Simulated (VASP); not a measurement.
# Ta (Pm-3n) in VASP: a series of runs

One crystal, Ta, is run at these levels: PBEsol; tasks: single point, relaxation of cell and atoms.

All numbers are computed with VASP 6.6.1; they aren't measurements. Logs are shortened: lines on timing, memory, paths and dates and some standing lists are left out, and cuts for length are marked.

## 1. The structure

Symmetry: Pm-3n, No. 223, cubic system. Conventional cell: a = 5.260 Å, b = 5.260 Å, c = 5.260 Å, α = 90.00°, β = 90.00°, γ = 90.00°. Ta (site symmetry m-3) has 12 Ta at 2.94 Å as nearest neighbours. Ta (site symmetry -4m2) is surrounded by 6 Ta at 2.63 to 2.94 Å.

The cell was built by a generator and needn't be a form met in nature.

## 2. Single point, PBEsol

Input file INCAR:

```
SYSTEM = Ta
  PREC = Accurate
  ENCUT = 520
  EDIFF = 1E-6
  ISMEAR = 0
  SIGMA = 0.1
  LREAL = .False.
  LASPH = .True.
  NELM = 100
  ALGO = Normal
  ISIF = 2
  LWAVE = .False.
  LCHARG = .True.
  GGA = PS
  LELF = .True.
  LVHAR = .True.
  NBANDS = 54
```

Input file KPOINTS:

```
regular mesh
0
Gamma
  4 4 4
  0 0 0
```

Input file POSCAR:

```
Ta
1.0
    5.2602079144      0.0000000000      0.0000000000
    0.0000000000      5.2602079144      0.0000000000
    0.0000000000      0.0000000000      5.2602079144
Ta
8
Direct
    0.5000000000      0.5000000000      0.5000000000
    0.0000000000      0.0000000000      0.0000000000
    0.2500000000      0.0000000000      0.5000000000
    0.5000000000      0.2500000000      0.0000000000
    0.5000000000      0.7500000000      0.0000000000
    0.7500000000      0.0000000000      0.5000000000
    0.0000000000      0.5000000000      0.7500000000
    0.0000000000      0.5000000000      0.2500000000
```

Potentials or basis: VASP PAW PBE potentials, release 64 (Ta_pv).

Command:

```sh
cat potpaw_PBE.64/Ta_pv/POTCAR > POTCAR
mpirun -np 1 vasp_std > vasp.out
```

OUTCAR:

```text
SYSTEM = Ta
   PREC = Accurate
   ENCUT = 520
   EDIFF = 1E-6
   ISMEAR = 0
   LREAL = .False.
   LASPH = .True.
   NELM = 100
   ISIF = 2
   GGA = PS

 ion  position               nearest neighbor table
   1  0.500  0.500  0.500-   3 2.94   4 2.94   5 2.94   6 2.94   7 2.94   8 2.94   4 2.94   5 2.94
                             3 2.94   6 2.94   7 2.94   8 2.94
   2  0.000  0.000  0.000-   3 2.94   4 2.94   5 2.94   6 2.94   7 2.94   8 2.94   3 2.94   6 2.94
                             7 2.94   8 2.94   4 2.94   5 2.94
   3  0.250  0.000  0.500-   6 2.63   6 2.63   1 2.94   2 2.94   1 2.94   2 2.94   4 3.22   5 3.22
                             4 3.22   5 3.22   8 3.22   7 3.22   8 3.22   7 3.22
   4  0.500  0.250  0.000-   5 2.63   5 2.63   1 2.94   1 2.94   2 2.94   2 2.94   3 3.22   6 3.22
                             6 3.22   3 3.22   8 3.22   7 3.22   7 3.22   8 3.22
   5  0.500  0.750  0.000-   4 2.63   4 2.63   1 2.94   1 2.94   2 2.94   2 2.94   3 3.22   6 3.22
                             6 3.22   3 3.22   8 3.22   7 3.22   7 3.22   8 3.22
   6  0.750  0.000  0.500-   3 2.63   3 2.63   1 2.94   2 2.94   1 2.94   2 2.94   4 3.22   5 3.22
                             5 3.22   4 3.22   8 3.22   7 3.22   8 3.22   7 3.22
   7  0.000  0.500  0.750-   8 2.63   8 2.63   1 2.94   2 2.94   2 2.94   1 2.94   3 3.22   4 3.22
                             5 3.22   3 3.22   6 3.22   6 3.22   4 3.22   5 3.22
   8  0.000  0.500  0.250-   7 2.63   7 2.63   1 2.94   2 2.94   2 2.94   1 2.94   3 3.22   4 3.22
                             5 3.22   3 3.22   6 3.22   6 3.22   4 3.22   5 3.22

  LATTYP: Found a simple cubic cell.
 ALAT       =     5.2602079144

  Lattice vectors:

 A1 = (   5.2602079144,   0.0000000000,   0.0000000000)
 A2 = (   0.0000000000,   5.2602079144,   0.0000000000)
 A3 = (   0.0000000000,   0.0000000000,   5.2602079144)

Analysis of symmetry for initial positions (statically):
=====================================================================
 Subroutine PRICEL returns:
 Original cell was already a primitive cell.

 Routine SETGRP: Setting up the symmetry group for a
 simple cubic supercell.

 Subroutine GETGRP returns: Found 48 space group operations
 (whereof 24 operations were pure point group operations)
 out of a pool of 48 trial point group operations.

The static configuration has the point symmetry T_h .
 The point group associated with its full space group is O_h .

Analysis of symmetry for dynamics (positions and initial velocities):
=====================================================================
 Subroutine PRICEL returns:
 Original cell was already a primitive cell.

 Routine SETGRP: Setting up the symmetry group for a
 simple cubic supercell.

 Subroutine GETGRP returns: Found 48 space group operations
 (whereof 24 operations were pure point group operations)
 out of a pool of 48 trial point group operations.

The dynamic configuration has the point symmetry T_h .
 The point group associated with its full space group is O_h .

 Subroutine INISYM returns: Found 48 space group operations
 (whereof 24 operations are pure point group operations),
 and found     1 'primitive' translations

----------------------------------------------------------------------------------------

                                     Primitive cell

  volume of cell :     145.5488

  direct lattice vectors                    reciprocal lattice vectors
     5.260207914  0.000000000  0.000000000     0.190106554  0.000000000  0.000000000
     0.000000000  5.260207914  0.000000000     0.000000000  0.190106554  0.000000000
     0.000000000  0.000000000  5.260207914     0.000000000  0.000000000  0.190106554

  length of vectors
     5.260207914  5.260207914  5.260207914     0.190106554  0.190106554  0.190106554

  position of ions in fractional coordinates (direct lattice)
     0.500000000  0.500000000  0.500000000
     0.000000000  0.000000000  0.000000000
     0.250000000  0.000000000  0.500000000
     0.500000000  0.250000000  0.000000000
     0.500000000  0.750000000  0.000000000
     0.750000000  0.000000000  0.500000000
     0.000000000  0.500000000  0.750000000
     0.000000000  0.500000000  0.250000000

  ion indices of the primitive-cell ions
   primitive index   ion index
                 1           1
                 2           2
                 3           3
                 4           4
                 5           5
                 6           6
                 7           7
                 8           8

----------------------------------------------------------------------------------------

 KPOINTS: regular mesh

Automatic generation of k-mesh.
 Grid dimensions read from file:
 generate k-points for:    4    4    4

 Generating k-lattice:

  Cartesian coordinates                     Fractional coordinates (reciprocal lattice)
     0.047526639  0.000000000  0.000000000     0.250000000  0.000000000  0.000000000
     0.000000000  0.047526639  0.000000000     0.000000000  0.250000000  0.000000000
     0.000000000  0.000000000  0.047526639     0.000000000  0.000000000  0.250000000

  Length of vectors
     0.047526639  0.047526639  0.047526639

  Shift w.r.t. Gamma in fractional coordinates (k-lattice)
     0.000000000  0.000000000  0.000000000

 Subroutine IBZKPT returns following result:
 ===========================================

 Found     10 irreducible k-points:

 Following reciprocal coordinates:
            Coordinates               Weight
  0.000000  0.000000  0.000000      1.000000
  0.250000  0.000000  0.000000      6.000000
  0.500000  0.000000  0.000000      3.000000
  0.250000  0.250000  0.000000     12.000000
  0.500000  0.250000  0.000000     12.000000
  0.500000  0.500000  0.000000      3.000000
  0.250000  0.250000  0.250000      8.000000
  0.500000  0.250000  0.250000     12.000000
  0.500000  0.500000  0.250000      6.000000
  0.500000  0.500000  0.500000      1.000000
   k-points           NKPTS =     10   k-points in BZ     NKDIM =     10   number of bands    NBANDS=     54
   number of dos      NEDOS =    301   number of ions     NIONS =      8
   total plane-waves  NPLWV =  64000
   dimension x,y,z NGX =    40 NGY =   40 NGZ =   40
   dimension x,y,z NGXF=    80 NGYF=   80 NGZF=   80
   ions per type =               8
   NGX,Y,Z   is equivalent  to a cutoff of  12.64, 12.64, 12.64 a.u.
   NGXF,Y,Z  is equivalent  to a cutoff of  25.28, 25.28, 25.28 a.u.
 SYSTEM =  Ta
   PREC   = accura    normal or accurate (medium, high low for compatibility)
   ISTART =      0    job   : 0-new  1-cont  2-samecut
   ICHARG =      2    charge: 1-file 2-atom 10-const
   ISPIN  =      1    spin polarized calculation?
   LNONCOLLINEAR =      F non collinear calculations
   LSORBIT =      F    spin-orbit coupling
   LASPH  =      T    aspherical Exc in radial PAW
   ENCUT  =  520.0 eV  38.22 Ry    6.18 a.u.   9.78  9.78  9.78*2*pi/ulx,y,z
   NELM   =    100;   NELMIN=  2; NELMDL= -5     # of ELM steps
   EDIFF  = 0.1E-05   stopping-criterion for ELM
   LREAL  =      F    real-space projection
   EDIFFG = 0.1E-04   stopping-criterion for IOM
   NSW    =      0    number of steps for IOM
   IBRION =     -1    ionic relax: 0-MD 1-quasi-New 2-CG
   NFREE  =      0    steps in history (QN), initial steepest desc. (CG)
   ISIF   =      2    stress and relaxation
   ISYM   =      2    0-nonsym 1-usesym 2-fastsym
   POTIM  = 0.5000    time-step for ionic-motion
   TEBEG  =    0.0;   TEEND  =   0.0 temperature during run
   PSTRESS=    0.0 pullay stress
   NELECT =      88.0000    total number of electrons
   NUPDOWN=      -1.0000    fix difference up-down
   EMIN   =  10.00;   EMAX   =-10.00  energy-range for DOS
   EFERMI =   0.00;   METHOD = LEGACY
   ISMEAR =     0;   SIGMA  =   0.10  broadening in eV -4-tet -1-fermi 0-gaus
   EFERMI_NEDOS =   21; number of points for ismear=-14 and -15
   IALGO  =     38    algorithm
   IMIX   =      4    mixing-type and parameters
     AMIX     =   0.40;   BMIX     =  1.00
     AMIX_MAG =   1.60;   BMIX_MAG =  1.00
  volume/ion in A,a.u.               =      18.19       122.78
  Fermi-wavevector in a.u.,A,eV,Ry     =   1.384308  2.615963 26.072972  1.916309
  Thomas-Fermi vector in A             =   2.508825
   LORBIT       =      0    0 simple, 1 ext, 2 COOP (PROOUT), +10 PAW based schemes
   GGA     = PS    functional components
   LHFCALC =     F    Hartree Fock is set to
   AEXX    =    0.0000 exact exchange contribution
   IVDW    =     0    specifies the selected vdW correction
   LEPSILON=     F    determine dielectric tensor
   LRPA    =     F    only Hartree local field effects (RPA)
 non-spin polarized calculation
 Gauss-broadening in eV      SIGMA  =   0.10
  energy-cutoff  :      520.00
  volume of cell :      145.55
 maximum number of plane-waves:      3952
 NGX is ok and might be reduce to    40
   NGX = 19   NGY = 19   NGZ = 19

 number of electron      87.9999985 magnetization

 Free energy of the ion-electron system (eV)
  ---------------------------------------------------
  ext. energy  EPLUGINS =         0.00000000
  ---------------------------------------------------
  free energy    TOTEN  =      -100.06395951 eV

  energy without entropy =     -100.04209061  energy(sigma->0) =     -100.05302506

 E-fermi :   5.3130     XC(G=0): -12.6747

 val. band max:        5.2958886567   @ k =   0.5000   0.0000   0.0000
 cond. band min:       5.4052516283   @ k =   0.0000   0.0000   0.0000
 fundamental gap:      0.1093629715
 Fermi energy:         5.3130132740

 k-point     1 :       0.0000    0.0000    0.0000
  band No.  band energies     occupation
      1     -29.3180      2.00000
      2     -29.3180      2.00000
      3     -29.1844      2.00000
      4     -28.8991      2.00000
      5     -28.8991      2.00000
      6     -28.8991      2.00000
[... 46 lines left out ...]
     53       8.4112      0.00000
     54       8.4168      0.00000
[... 511 lines left out ...]
     53       8.1361      0.00000
     54       8.1361      0.00000

------------------------ aborting loop because EDIFF is reached ----------------------------------------

  FORCE on cell =-STRESS in cart. coord.  units (eV):
  Direction    XX          YY          ZZ          XY          YZ          ZX
  --------------------------------------------------------------------------------------
  -------------------------------------------------------------------------------------
  Total        0.1611962      0.1611962      0.1611962      0.0000000      0.0000000     -0.0000000
  in kB        1.7744208      1.7744208      1.7744208      0.0000000      0.0000000     -0.0000000
  external PRESSURE =       1.7744208 kB  Pullay stress =       0.0000000 kB

 VOLUME and BASIS-vectors are now :
 -----------------------------------------------------------------------------
  energy-cutoff  :      520.00
  volume of cell :      145.55
      direct lattice vectors                 reciprocal lattice vectors
     5.260207914  0.000000000  0.000000000     0.190106554  0.000000000  0.000000000
     0.000000000  5.260207914  0.000000000     0.000000000  0.190106554  0.000000000
     0.000000000  0.000000000  5.260207914     0.000000000  0.000000000  0.190106554

 POSITION                                       TOTAL-FORCE (eV/Angst)
 -----------------------------------------------------------------------------------
      2.63010      2.63010      2.63010         0.000000      0.000000      0.000000
      0.00000      0.00000      0.00000         0.000000      0.000000      0.000000
      1.31505      0.00000      2.63010         0.000000      0.000000      0.000000
      2.63010      1.31505      0.00000        -0.000000     -0.000000     -0.000000
      2.63010      3.94516      0.00000         0.000000      0.000000      0.000000
      3.94516      0.00000      2.63010        -0.000000     -0.000000     -0.000000
      0.00000      2.63010      3.94516         0.000000     -0.000000      0.000000
      0.00000      2.63010      1.31505        -0.000000      0.000000     -0.000000
 -----------------------------------------------------------------------------------
    total drift:                               -0.000000     -0.000000     -0.000000

  FREE ENERGIE OF THE ION-ELECTRON SYSTEM (eV)
  ---------------------------------------------------
  free  energy   TOTEN  =      -100.0639595091 eV

  energy  without entropy=     -100.0420906140  energy(sigma->0) =     -100.05302506
```

Run time: 46 s. Hardware: 1 thread of AMD EPYC 9R45 (Zen 5), shared host; peak memory 0.22 GiB.

Results:

```yaml
Free_energy: -100.0640 eV
Pressure: 0.2 GPa
Band_gap_on_the_k_mesh: none (metal or under the smearing width)
```

Caveat: the PAW data sets were made with another functional, which shifts forces and pressure a little.

## 3. Relaxation of cell and atoms, PBEsol

This run uses another cell than the first one, of 18.74 Å³/atom, 1.030 times its volume.

Input file INCAR:

```
SYSTEM = Ta
  ALGO = Fast
  EDIFF = 1E-7
  EDIFFG = -0.04
  ENCUT = 600
  GGA = PS
  IBRION = 2
  ISIF = 3
  ISMEAR = 0
  LASPH = .True.
  LCHARG = .False.
  LREAL = .False.
  LWAVE = .False.
  NELM = 100
  NSW = 90
  PREC = Accurate
  SIGMA = 0.1
```

Input file KPOINTS:

```
k-points
0
Gamma
  4 4 4
  0 0 0
```

POSCAR: that of step 2 with these lines changed.

```diff
@@ -2,5 +2,5 @@
 1.0
-    5.2602079144      0.0000000000      0.0000000000
-    0.0000000000      5.2602079144      0.0000000000
-    0.0000000000      0.0000000000      5.2602079144
+    5.3121625516      0.0000000000      0.0000000000
+    0.0000000000      5.3121625516      0.0000000000
+    0.0000000000      0.0000000000      5.3121625516
 Ta
```

Potentials or basis: VASP PAW PBE potentials, release 64 (Ta_pv).

Command:

```sh
cat potpaw_PBE.64/Ta_pv/POTCAR > POTCAR
mpirun -np 1 vasp_std > vasp.out
```

Run time: 3 min. Hardware: 1 thread of AMD EPYC 9R45 (Zen 5), shared host; peak memory 0.26 GiB.

It converged, with:

```
Free energy                            : -100.0664 eV
Relaxed volume                         : 18.23 Å³/atom
Relaxed cell                           : a = 5.263 Å, b = 5.263 Å, c = 5.263 Å, α = 90.00°, β = 90.00°, γ = 90.00°
Space group after relaxing (to 0.05 Å) : Pm-3n (No. 223)
Energy gained by relaxing              : 9.7 meV/atom
Ionic steps                            : 3
Pressure after relaxing                : -0.2 GPa
Band gap on the k mesh                 : none (metal or under the smearing width)
```

Step by step:
```
step  energy change (eV)  largest force (eV/Å)  pressure (GPa)  volume (Å³)
   1              0.0000                0.0000           -5.78       149.90
   2              0.4230                0.0000           16.84       135.71
   3             -0.0777                0.0000           -0.19       145.82
```

Final structure:
```
Ta
1.0
     5.26341    0.00000    0.00000
     0.00000    5.26341    0.00000
     0.00000    0.00000    5.26341
Ta
8
Direct
  0.50000 0.50000 0.50000
  0.00000 0.00000 0.00000
  0.25000 0.00000 0.50000
  0.50000 0.25000 0.00000
  0.50000 0.75000 0.00000
  0.75000 0.00000 0.50000
  0.00000 0.50000 0.75000
  0.00000 0.50000 0.25000
```

Levels at points of the mesh, in eV from the Fermi level:
| k point | band 42 | band 43 | band 44 | band 45 | band 46 | band 47 |
| --- | --- | --- | --- | --- | --- | --- |
| (0.00, 0.00, 0.00) | -1.05 | -0.76 | -0.76 | 0.09 | 0.09 | 0.85 |
| (0.50, 0.00, 0.00) | -0.45 | -0.02 | -0.02 | 0.32 | 0.32 | 0.45 |
| (0.50, 0.50, 0.00) | -0.43 | -0.43 | -0.24 | 0.17 | 0.60 | 0.60 |
| (0.50, 0.50, 0.50) | -0.91 | -0.08 | -0.08 | -0.08 | -0.08 | -0.08 |

Caveat: the PAW data sets were made with another functional, which shifts forces and pressure a little. The run has no spin-orbit coupling, so splittings on Ta are missing.
